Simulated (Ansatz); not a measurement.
Zr: trigonal deformation path

Theory: DFT r2SCAN, scalar-relativistic, plane waves, PAW in Ansatz 0.2.0. Cutoff 500 eV, Γ-centred 20×20×20 k-points, Gaussian smearing of 0.15 eV. No spin polarisation. Energies are free energies at this smearing, counted from the undisturbed cell; pressure is positive in compression.

Zero of the scan (as given, not relaxed at this level; it stands at -2.7 GPa; this bcc form isn't the usual structure):

```
Zr
1.0
    -1.81000    1.81000    1.81000
     1.81000   -1.81000    1.81000
     1.81000    1.81000   -1.81000
Zr
1
Cartesian
  0.0000 0.0000 0.0000
```

At fixed volume and fractional coordinates, lengths along (0.577, 0.577, 0.577) are scaled against those across it; ρ is that ratio over its starting value. The cell is metallic on the mesh throughout. At ρ = 2.000 the cell becomes cubic (Pm-3m), and there the slope of the energy vanishes by symmetry.

```tsv
ρ	ΔE (meV/atom)	pressure (GPa)
0.500	4089.0	57.5
0.710	336.7	1.6
1.000	0.0	-2.7
2.000	840.2	2.4
```